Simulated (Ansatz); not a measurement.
MoTe2 and the effect of the functional

```cif
data_structure
_symmetry_space_group_name_H-M 'P 1'
_symmetry_Int_Tables_number 1
_cell_length_a 3.5182
_cell_length_b 3.5182
_cell_length_c 13.9736
_cell_angle_alpha 90.000
_cell_angle_beta 90.000
_cell_angle_gamma 120.000
_cell_volume 149.79
loop_
_atom_site_label
_atom_site_type_symbol
_atom_site_fract_x
_atom_site_fract_y
_atom_site_fract_z
_atom_site_occupancy
Te1 Te 0.66667 0.33333 0.37900 1
Te2 Te 0.33333 0.66667 0.87900 1
Te3 Te 0.66667 0.33333 0.12100 1
Te4 Te 0.33333 0.66667 0.62100 1
Mo1 Mo 0.66667 0.33333 0.75000 1
Mo2 Mo 0.33333 0.66667 0.25000 1
```

Kept alike: task band structure; k mesh 9 × 9 × 2; occupations fermi-dirac, width 0.05 eV; no spin polarisation. Program: Ansatz, all-electron LAPW, scalar-relativistic. The mesh is that of the run's cell of 6 atoms. No spin-orbit coupling.

| run | band gap (eV) | pressure (GPa) |
| --- | --- | --- |
| A | 0.709 | 2.94 |
| B | 0.685 | -1.09 |
| C | 0.681 | -2.99 |

Pressure is positive in compression. Spin-orbit coupling, left out here, moves the band edges of heavy atoms and can close or invert small gaps. Gaps are the smaller of the mesh's and the band path's.

Problem. The runs differ in the functional alone: LDA; PBE; PBEsol. Which run is which?

Solution. Run A is PBE; run B is PBEsol; run C is LDA. The band gap runs from 0.681 (LDA) to 0.709 eV (PBE). From PBE: LDA -0.028; PBEsol -0.024. Measured: 0.88 eV at 300 K (arxiv:1407.1219); nearest PBE, 0.171 eV off. The runs are for a static lattice. The pressure runs from -2.99 (LDA) to 2.94 GPa (PBE). From PBE: LDA -5.93; PBEsol -4.03. A positive pressure means that the functional's own cell is larger than the one given, a negative one that it is smaller.

The pressure separates the three functionals far more clearly than the gap does. LDA overbinds and favours a smaller cell, while PBE's stronger gradient correction weakens the bonds and favours a larger one. PBEsol, with a gradient term softened for solids, falls between them. Most of this pressure difference probably comes from the stiff Mo–Te layers, since the soft gap between layers can change its width at little cost in stress. The pressure alone is therefore a poor guide to the interlayer spacing.

The band gap hardly responds because the cell is shared and the band edges keep the same character, Mo d states mixed with Te p, split by the trigonal-prismatic ligand field. All three gaps fall below the measured 0.88 eV, as expected of semilocal Kohn–Sham gaps, which lack the derivative discontinuity. PBE's slightly closer value is thus no sign of a better description of the excitation. Relaxing each cell with its own functional could alter the order of the gaps, as interlayer coupling shifts the band edges.
